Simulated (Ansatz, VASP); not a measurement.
# Cross-check of GaP between VASP and Ansatz

One calculation is typed for both programs; each brings its own data sets and cutoff. How far apart do they land?

Program: Ansatz 0.2.0. Level of theory: plane waves, with VASP 6.6.1 beside it; band structure at PBE and single point at PBE. Results are calculated unless marked as measured.

**1. The starting structure**

Symmetry: F-43m, No. 216, cubic system. The conventional cell has a = 5.451 Å, b = 5.451 Å, c = 5.451 Å, α = 90.00°, β = 90.00°, γ = 90.00°. Nearest to Ga lie 4 P at 2.36 Å. Nearest to P lie 4 Ga at 2.36 Å. Farther neighbours are not listed.

**2. VASP: band structure, PBE**

Levels along a path test the potential and the projectors away from the mesh points.

Lines of VASP's logs that name or quote its potential files are left out, and so is its time.

INCAR reads:

```
SYSTEM = GaP
PREC = Accurate
ENCUT = 430
EDIFF = 1E-08
NELM = 100
ISMEAR = 0
SIGMA = 0.01
LREAL = .FALSE.
ALGO = Normal
GGA = PE
NBANDS = 15
LORBIT = 11
LWAVE = .TRUE.
LCHARG = .FALSE.
KPAR = 8
```

POSCAR reads:

```
GaP
1.0
    0.0000000000      2.7252500000      2.7252500000
    2.7252500000      0.0000000000      2.7252500000
    2.7252500000      2.7252500000      0.0000000000
Ga P
1 1
Direct
    0.0000000000      0.0000000000      0.0000000000
    0.7500000000      0.7500000000      0.7500000000
```

KPOINTS reads:

```
Automatic mesh
0
Gamma
6 6 6
0 0 0
```

KPOINTS_OPT reads:

```
Line mode
12
Line-mode
Reciprocal
  0.00000000   0.00000000   0.00000000 GAMMA
  0.50000000   0.00000000   0.50000000 X

  0.50000000   0.00000000   0.50000000 X
  0.50000000   0.25000000   0.75000000 W

  0.50000000   0.25000000   0.75000000 W
  0.37500000   0.37500000   0.75000000 K

  0.37500000   0.37500000   0.75000000 K
  0.00000000   0.00000000   0.00000000 GAMMA

  0.00000000   0.00000000   0.00000000 GAMMA
  0.50000000   0.50000000   0.50000000 L

  0.50000000   0.50000000   0.50000000 L
  0.62500000   0.25000000   0.62500000 U

  0.62500000   0.25000000   0.62500000 U
  0.50000000   0.25000000   0.75000000 W

  0.50000000   0.25000000   0.75000000 W
  0.50000000   0.50000000   0.50000000 L

  0.50000000   0.50000000   0.50000000 L
  0.37500000   0.37500000   0.75000000 K

  0.62500000   0.25000000   0.62500000 U
  0.50000000   0.00000000   0.50000000 X
```

Potentials, in the order of the species: Ga_d_GW and P_GW (PBE family, release 64).

Started as:

```console
> mpirun -np 8 vasp_std
```

Numbers of over 12 decimals in the logs are rounded to 6 here.

The program printed:

```text
[banner, memory and clock lines left out]
running    8 mpi-ranks, on    1 nodes
 distrk:  each k-point on    1 cores,    8 groups
 distr:  one band on    1 cores,    1 groups

 POSCAR found type information on POSCAR GaP
 POSCAR found :  2 types and       2 ions
|                                                                             |
|           W    W    AA    RRRRR   N    N  II  N    N   GGGG   !!!           |
|           W    W   A  A   R    R  NN   N  II  NN   N  G    G  !!!           |
|           W    W  A    A  R    R  N N  N  II  N N  N  G       !!!           |
|           W WW W  AAAAAA  RRRRR   N  N N  II  N  N N  G  GGG   !            |
|           WW  WW  A    A  R   R   N   NN  II  N   NN  G    G                |
|           W    W  A    A  R    R  N    N  II  N    N   GGGG   !!!           |
|                                                                             |
|     For optimal performance we recommend to set                             |
|       NCORE = 2 up to number-of-cores-per-socket                            |
|     NCORE specifies how many cores store one orbital (NPAR=cpu/NCORE).      |
|     This setting can greatly improve the performance of VASP for DFT.       |
|     The default, NCORE=1 might be grossly inefficient on modern             |
|     multi-core architectures or massively parallel machines. Do your        |
|     Unfortunately you need to use the default for GW and RPA                |
|     calculations (for HF NCORE is supported but not extensively tested      |
|     yet).                                                                   |
|                                                                             |

 LDA part: xc-table for (Slater+PW92), standard interpolation
 POSCAR, INCAR and KPOINTS ok, starting setup
 FFT: planning ... GRIDC
 FFT: planning ... GRID_SOFT
 FFT: planning ... GRID
 WAVECAR not read
 entering main loop
       N       E                     dE             d eps       ncg     rms          rms(c)
DAV:   1     0.117155005369E+03    0.11716E+03   -0.94238E+03   512   0.134E+03
DAV:   2     0.207509596160E+00   -0.11695E+03   -0.11180E+03   571   0.332E+02
DAV:   3    -0.903493526362E+01   -0.92424E+01   -0.91557E+01   655   0.112E+02
DAV:   4    -0.935847714505E+01   -0.32354E+00   -0.32348E+00   720   0.220E+01
DAV:   5    -0.936754233504E+01   -0.90652E-02   -0.90651E-02   696   0.236E+00    0.479E+00
DAV:   6    -0.911155355598E+01    0.25599E+00   -0.46142E-01   769   0.144E+01    0.272E+00
DAV:   7    -0.908082289152E+01    0.30731E-01   -0.99730E-02   691   0.281E+00    0.101E+00
DAV:   8    -0.908109548179E+01   -0.27259E-03   -0.81957E-03   631   0.698E-01    0.147E-01
DAV:   9    -0.908144944311E+01   -0.35396E-03   -0.10774E-03   687   0.320E-01    0.483E-02
DAV:  10    -0.908160693848E+01   -0.15750E-03   -0.18521E-04   598   0.117E-01    0.116E-02
DAV:  11    -0.908161874469E+01   -0.11806E-04   -0.20605E-05   735   0.472E-02    0.290E-03
DAV:  12    -0.908161938022E+01   -0.63552E-06   -0.12988E-06   594   0.934E-03    0.377E-04
DAV:  13    -0.908161938199E+01   -0.17735E-08   -0.40465E-08   718   0.150E-03
   1 F= -.90816194E+01 E0= -.90816194E+01  d E =-.175639E-35
 Start KPOINTS_OPT (optional k-point list driver)
k-point batch [1-16\120]
       N       E                     dE             ncg
DAV:   1     0.535598402530E+03   -0.54484E+04      496
DAV:   2    -0.150329989387E+04   -0.20389E+04      557
DAV:   3    -0.166142625914E+04   -0.15813E+03      676
DAV:   4    -0.166674643876E+04   -0.53202E+01      704
DAV:   5    -0.166691998375E+04   -0.17354E+00      726
DAV:   6    -0.166692335680E+04   -0.33731E-02      730
DAV:   7    -0.166692345876E+04   -0.10196E-03      770
DAV:   8    -0.166692346025E+04   -0.14900E-05      687
DAV:   9    -0.166692346028E+04   -0.29984E-07      634
DAV:  10    -0.166692346028E+04   -0.14982E-08      485
[...]
k-point batch [113-120\120]
       N       E                     dE             ncg
DAV:   1     0.506833280877E+04   -0.47111E+04      256
DAV:   2     0.413229953990E+04   -0.93603E+03      289
DAV:   3     0.406229863517E+04   -0.70001E+02      338
DAV:   4     0.405965374803E+04   -0.26449E+01      411
DAV:   5     0.405959058380E+04   -0.63164E-01      356
DAV:   6     0.405959009281E+04   -0.49099E-03      365
DAV:   7     0.405959008391E+04   -0.89023E-05      379
DAV:   8     0.405959008342E+04   -0.48773E-06      395
DAV:   9     0.405959008342E+04   -0.76575E-08      284
 writing wavefunctions
```

From OUTCAR (step 2):

```text
ion  position               nearest neighbor table
   1  0.000  0.000  0.000-   2 2.36   2 2.36   2 2.36   2 2.36
   2  0.750  0.750  0.750-   1 2.36   1 2.36   1 2.36   1 2.36

  LATTYP: Found a face centered cubic cell.
 ALAT       =     5.4505000000

 Subroutine GETGRP returns: Found 24 space group operations
 (whereof 24 operations were pure point group operations)

The static configuration has the point symmetry T_d .

 Found     16 irreducible k-points:

   k-points           NKPTS =     16   k-points in BZ     NKDIM =     16   number of bands    NBANDS=     15

   dimension x,y,z NGX =    28 NGY =   28 NGZ =   28
   dimension x,y,z NGXF=    56 NGYF=   56 NGZF=   56

   ENCUT  =  430.0 eV  31.60 Ry    5.62 a.u.   6.52  6.52  6.52*2*pi/ulx,y,z

   NELECT =      18.0000    total number of electrons

 k-points in reciprocal lattice and weights: Automatic mesh
   0.00000000  0.00000000  0.00000000       0.005
   0.16666667  0.00000000  0.00000000       0.037
   0.33333333  0.00000000  0.00000000       0.037
   0.50000000  0.00000000  0.00000000       0.019
   0.16666667  0.16666667  0.00000000       0.028
   0.33333333  0.16666667  0.00000000       0.111
   0.50000000  0.16666667  0.00000000       0.111
  -0.33333333  0.16666667  0.00000000       0.111
  -0.16666667  0.16666667  0.00000000       0.056
[...]
-0.33333333  0.33333333  0.16666667       0.111
  -0.33333333  0.50000000  0.16666667       0.056

 average (electrostatic) potential at core
       1 -65.6672       2 -74.8220

 E-fermi :   4.4504

 k-point     1 :       0.0000    0.0000    0.0000
  band No.  band energies     occupation
    ...
      5     -10.0903      2.00000
      6      -8.1293      2.00000
      7       4.3650      2.00000
      8       4.3650      2.00000
      9       4.3650      2.00000
     10       6.1861      0.00000
     11       8.2450      0.00000
     12       8.2450      0.00000
     13       8.2450      0.00000
     14      13.1806      0.00000
    ...

 k-point     2 :       0.1667    0.0000    0.0000
  band No.  band energies     occupation
    ...
      5     -10.0901      2.00000
      6      -7.7733      2.00000
      7       1.9759      2.00000
      8       3.9940      2.00000
      9       3.9940      2.00000
     10       6.7746      0.00000
     11       8.7936      0.00000
     12       8.7936      0.00000
     13       9.3895      0.00000
     14      13.2909      0.00000
    ...

 k-point     3 :       0.3333    0.0000    0.0000
  band No.  band energies     occupation
    ...
      5     -10.0867      2.00000
      6      -6.8267      2.00000
      7      -0.8448      2.00000
      8       3.4580      2.00000
      9       3.4580      2.00000
     10       6.2599      0.00000
     11       9.1700      0.00000
     12       9.1700      0.00000
     13      11.9614      0.00000
     14      13.9680      0.00000
    ...

  Total        0.6271380      0.6271380      0.6271380      0.0000000      0.0000000     -0.0000000
  in kB       24.8213062     24.8213062     24.8213062      0.0000000      0.0000000     -0.0000000
  external PRESSURE =      24.8213062 kB  Pullay stress =       0.0000000 kB

  energy-cutoff  :      430.00
  volume of cell :       40.48
      direct lattice vectors                 reciprocal lattice vectors
     0.000000000  2.725250000  2.725250000    -0.183469406  0.183469406  0.183469406
     2.725250000  0.000000000  2.725250000     0.183469406 -0.183469406  0.183469406
     2.725250000  2.725250000  0.000000000     0.183469406  0.183469406 -0.183469406

 POSITION                                       TOTAL-FORCE (eV/Angst)
 -----------------------------------------------------------------------------------
      0.00000      0.00000      0.00000        -0.000000     -0.000000     -0.000000
      4.08788      4.08788      4.08788         0.000000      0.000000      0.000000
 -----------------------------------------------------------------------------------
    total drift:                               -0.000011     -0.000011     -0.000011

  FREE ENERGIE OF THE ION-ELECTRON SYSTEM (eV)
  ---------------------------------------------------
  free  energy   TOTEN  =        -9.0816193820 eV

  energy  without entropy=       -9.0816193820  energy(sigma->0) =       -9.08161938

 total charge
# of ion       s       p       d       tot
------------------------------------------
    1        0.853   0.849   9.965  11.667
    2        1.121   1.728   0.047   2.896
--------------------------------------------------
tot          1.975   2.577  10.011  14.563

[... 3 further parts left out ...]
```

The run ends at a pressure of 2.48 GPa.

(Continued in part 2 of 2.)

[Lines on the potential files, build, host, timing and source positions are cut from VASP's logs without a mark.]

[Logs are printed without paths, hosts, clocks, repeated set-up lines and the standing remarks that a program may print on its own settings, such as how far it seeks lower states.]

[Hosts, paths, dates, database ids (printed as entryN), source tags and the programs' standing remarks are cut or masked in the printed files.]
